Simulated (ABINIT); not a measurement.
Runs of ABINIT 10.8.3 (patched build) on Sn. It takes space group Fd-3m (No. 227, cubic). The conventional cell has a = 6.467 Å, b = 6.467 Å, c = 6.467 Å, α = 90.00°, β = 90.00°, γ = 90.00°. Sn (site symmetry -43m) has 4 Sn at 2.80 Å as nearest neighbours. This isn't the form of Sn at room conditions, which is tetragonal (white tin).

```csv
potentials or basis,cutoff (eV),fine-grid cutoff,gap on the mesh (eV),pressure (GPa)
"Ansatz PAW PBE default generated set, frozen core",490,979.61 eV,none,(a)
SG15 NC PBE v1.2,707,-,none,(b)
PseudoDojo NC SR PBE v0.4.1 standard,1170,-,none,1.4
Ansatz NC r2SCAN,1469,-,none,2.2
JTH PAW PBE v2.0,707,1306.15 eV,none,2.0
```

Alike in all rows: task single point; level r2SCAN; no spin polarisation; cell as given; k mesh 7 × 7 × 7; smearing fermi-dirac 0.05 eV.

Q: Estimate the missing entries.

A: (a) 2.1; (b) 0.8.

Caveats: the PAW data sets were made with another functional, which shifts forces and pressure a little (some runs); the potentials were made for another functional, which shifts forces and pressure (some runs); a meta-GGA on potentials with a model core is unreliable (some runs).

A k mesh can miss the band edges, and the runs leave out spin-orbit coupling on Sn.

A gap of «none» marks a metal or a gap under the smearing width.
